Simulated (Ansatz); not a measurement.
Input of an Ansatz 0.2.0 run:

File input:

```
crystal:
  lattice:
    - [0.0, 2.96575, 2.96575]
    - [2.96575, 0.0, 2.96575]
    - [2.96575, 2.96575, 0.0]
  atoms:
    - { symbol: Pb, position: [0.0, 0.0, 0.0] }
    - { symbol: S, position: [0.5, 0.5, 0.5] }
hamiltonian:
  xc: { exchange: pbe, correlation: pbe, exx: { coeff: 0.5, omega: 0.2 } }
  pseudopotentials: { kind: paw }
kpoints:
  mp_grid: { grid: [4, 4, 4] }
scf:
  occupations: { method: fermi_dirac, width: 0.05 }
output:
  forces: true
  stress: true
  eigenvalues: true
  write_density: true
  write_potential: true
  elf: true
  volumetric_format: npy
```

(1) What does it give for the pressure?

(2) Estimate the band gap on the k mesh.

Results:

(1) 0.3 GPa.

(2) 1.32 eV, direct.

Caveat: the k mesh is coarse (spacing up to 0.46 Å⁻¹), so the values aren't converged, least of all with exact exchange; spin-orbit coupling is left out, which as a rule narrows the gap of such compounds by several tenths of an eV; the PAW data sets come from PBE, with cores solved anew for the run's functional, which leaves a small shift of forces and pressure; the thresholds are loose for stress.
